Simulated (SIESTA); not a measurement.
Runs of SIESTA 5.4.2 on Sb. The structure is trigonal, space group R-3m (No. 166). The conventional cell has a = 4.308 Å, b = 4.308 Å, c = 11.274 Å, α = 90.00°, β = 90.00°, γ = 120.00°. Around Sb (site symmetry 3m) lie 3 Sb at 2.91 Å. 

| task | level | potentials or basis | k mesh | wannier functions | bands left out below | projections | wannier mesh | gap on the mesh (eV) | pressure (GPa) | largest force (eV/Å) |
| --- | --- | --- | --- | --- | --- | --- | --- | --- | --- | --- |
| band structure | vdW-DF-cx | PseudoDojo 0.4 standard (PBE files), DZP (energy shift 0.003 Ry; two zetas on semicore shells) | 8 × 8 × 8 | - | - | - | - | none | 1.9 | 0.35 |
| band structure | BLYP | PseudoDojo 0.4 standard (PBE files), DZP (energy shift 0.003 Ry; two zetas on semicore shells) | 8 × 8 × 8 | - | - | - | - | none | 7.9 | (b) |
| Wannier functions | BLYP | PseudoDojo 0.4 standard (PBE files), SZP (energy shift 0.003 Ry) | 6 × 6 × 6 | 15 | 0 | ["random"] | 5 × 5 × 5 | none | (a) | (c) |
| band structure | AM05 | PseudoDojo 0.4 standard (PBEsol files), DZP (energy shift 0.003 Ry; two zetas on semicore shells) | 8 × 8 × 8 | - | - | - | - | none | 0.9 | 0.28 |

Alike in all rows: no spin polarisation; cell as given; smearing fermi-dirac 0.05 eV; grid cutoff 500 Ry; energy shift 0.003 Ry.

Question: Estimate the missing entries.

Answer: (a) 9.0; (b) 0.36; (c) 0.71.

Caveats: the potentials were made for another functional, which shifts forces and pressure; the basis of atomic orbitals isn't converged, which shifts pressures, moduli and gaps; spin-orbit coupling is left out, which moves the levels of the heavy elements (some runs); the cell is metallic, so the lowest bands form no isolated group (some runs); random starting centres can end in a local minimum of the spread (some runs).

A k mesh can miss the band edges, and the runs leave out spin-orbit coupling on Sb.

A gap of «none» marks a metal or a gap under the smearing width.

Runs at the PBE level aren't shown here.
